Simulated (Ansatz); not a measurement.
Input and command of a plane-wave DFT calculation in Ansatz:

```yaml
crystal:
  lattice:
    - [0.0, 2.2715131572, 2.2715131572]
    - [2.2715131572, 0.0, 2.2715131572]
    - [2.2715131572, 2.2715131572, 0.0]
  atoms:
    - { symbol: Mg, position: [0.0, 0.0, 0.0] }
    - { symbol: H, position: [0.5, 0.5, 0.5] }
basis:
  ecutwfc: 420
kpoints:
  mp_grid: { grid: [14, 14, 14] }
hamiltonian:
  xc: pbe
scf:
  occupations: { method: gaussian, width: 0.1 }
output:
  forces: true
  stress: true
  eigenvalues: true
relax:
  adjacent_minimum: "off"
  f_tol: 0.025
  max_steps: 70
  cell: { stress_tol: 0.12 }
```

```bash
ansatz run input.yaml --threads 2 --pin off --max-ram 5120MiB --backend cpu --events-out ev --progress --plain --runs-dir out
```

Processor: Arm Neoverse V2, 2 threads, on a host shared with other jobs.

Q: Estimate time, memory and problem size.

A: About 2.6 s on 2 threads of Arm Neoverse V2, with other jobs on the host, peak memory 0.28 GiB. It solves 10 bands at 104 k points (the mesh reduced by the symmetry that the task leaves, which can be less than the crystal's) with about 459 plane waves (on the last cell), in 12 SCF iterations over 3 ionic steps.
